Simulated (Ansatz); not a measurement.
BeO:
```
BeO
1.0
    2.69286     0.00000     0.00000
   -1.34643     2.33209     0.00000
    0.00000     0.00000     4.37282
Be O
2 2
Direct
  0.66667   0.33333   0.00015
  0.33333   0.66667   0.50015
  0.66667   0.33333   0.37785
  0.33333   0.66667   0.87785
```

Relaxed with PBEsol. Special points in fractions of this cell's reciprocal vectors: Γ (0.000, 0.000, 0.000); M (0.500, 0.000, 0.000); K (0.333, 0.333, 0.000); A (0.000, 0.000, 0.500); L (0.500, 0.000, 0.500); H (0.333, 0.333, 0.500).

Task: List the band energies nearest the valence-band maximum at these points for the program Ansatz at the PBEsol level (PAW).

Result: In eV from the valence-band maximum; about four levels below and three above (degenerate sets whole), none deeper than 8.9 eV; points with the same levels are listed once.

```tsv
k	below	above
Γ	-1.02 -1.02 -0.03 -0.03 0.00	7.51 11.53 14.21 14.21
M	-3.44 -2.70 -2.01 -0.94	9.62 10.06 13.31
K	-3.72 -3.72 -2.95 -2.44 -2.44	8.90 12.70 14.38 14.38
A	-0.54 -0.54 -0.54 -0.54	9.77 9.77 14.51 14.51
L	-1.90 -1.90 -1.75 -1.75	8.87 8.87 14.47 14.47
H	-4.46 -4.46 -1.30 -1.30	11.47 11.47 11.97 11.97
```

Space group P6_3mc (wurtzite). The PBEsol relaxation kept the symmetry of its start; of distortions, only those at the zone centre were tested.

Potentials: the later of the program's two PAW sets.
